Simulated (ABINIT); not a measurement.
Here is an ABINIT 10.8.3 (patched build) calculation.

File run.abi:

```
# Datasets: one volume each
ndtset 7
getwfk -1
scalecart1 3*0.9795861087
scalecart2 3*0.9864848297
scalecart3 3*0.9932883884
scalecart4 3*1.0000000000
scalecart5 3*1.0066227096
scalecart6 3*1.0131594038
scalecart7 3*1.0196128224

# Pseudopotentials
pp_dirpath "./"
pseudos "In.upf, P.upf"

# Structure
acell 3*1.0
rprim
     0.0000000000     5.5378424082     5.5378424082
     5.5378424082     0.0000000000     5.5378424082
     5.5378424082     5.5378424082     0.0000000000
ntypat 2
znucl 49 15
natom 2
typat 1 2
xred
     0.0000000000     0.0000000000     0.0000000000
     0.7500000000     0.7500000000     0.7500000000

# Plane-wave basis
ecut 41.0

# k points
kptopt 1
ngkpt 8 8 8
nshiftk 1
shiftk 0.0 0.0 0.0

# Exchange and correlation
ixc 11

# Bands and occupations
nband 17
occopt 3
tsmear 0.05 eV

# SCF cycle
nstep 100
tolvrs 1.0e-10

# Output
iomode 3
prtwf 1
prtden 0
prteig 0
prtebands 0
```

Potentials or basis: PseudoDojo NC SR PBE v0.5 stringent.

Command:

```console
$ abinit run.abi > log 2>&1
```

(1) Estimate the pressure derivative of the bulk modulus.

(2) What does it give for the equilibrium volume?

Results:

(1) 4.6.

(2) 26.47 Å³/atom.

Caveat: pressures at fixed basis lie under the slope of the energies.

**The experiment to reproduce.**

A printed reference work, data compilation reports, for a bulk crystal of InP: bulk modulus 71 GPa.

Measured bulk modulus of InP: 71 GPa (a printed reference work, data compilation). This calculation gives 60 GPa (-16.1 %). The fit is for a static lattice scaled at fixed shape and fixed fractional positions.
